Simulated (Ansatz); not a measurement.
A run of Ansatz 0.2.0:

File input.yaml:

```yaml
crystal:
  lattice:
    - [3.35, 0.0, 0.0]
    - [-1.675, 2.9011851027, 0.0]
    - [0.0, 0.0, 5.86]
  atoms:
    - { symbol: Ta, position: [0.0, 0.0, 0.0] }
    - { symbol: S, position: [0.6666666667, 0.3333333333, 0.75] }
    - { symbol: S, position: [0.3333333333, 0.6666666667, 0.25] }
hamiltonian:
  xc: pbe
  pseudopotentials: { kind: paw }
  dispersion: d4
kpoints:
  mp_grid: { grid: [9, 9, 5] }
scf:
  occupations: { method: fermi_dirac, width: 0.05 }
output:
  forces: true
  stress: true
relax:
  f_tol: 0.01
  max_steps: 40
  cell: { stress_tol: 0.05 }
```

Potentials or basis: Ansatz PAW.

Launch:

```console
$ ansatz run input.yaml --threads 2 --pin off --max-ram 5120MiB --backend cpu --events-out ev --progress --plain --runs-dir out
```

Hardware: 2 threads of Arm Neoverse V1 (shared host).

Problem. How long does it take, and how much memory?

Solution. It took 7.3 s on 2 threads of Arm Neoverse V1, on a shared host, peak memory 0.35 GiB. Counts: scf iterations 36, plane waves 1135, k points 50, bands 17, ion steps 6.
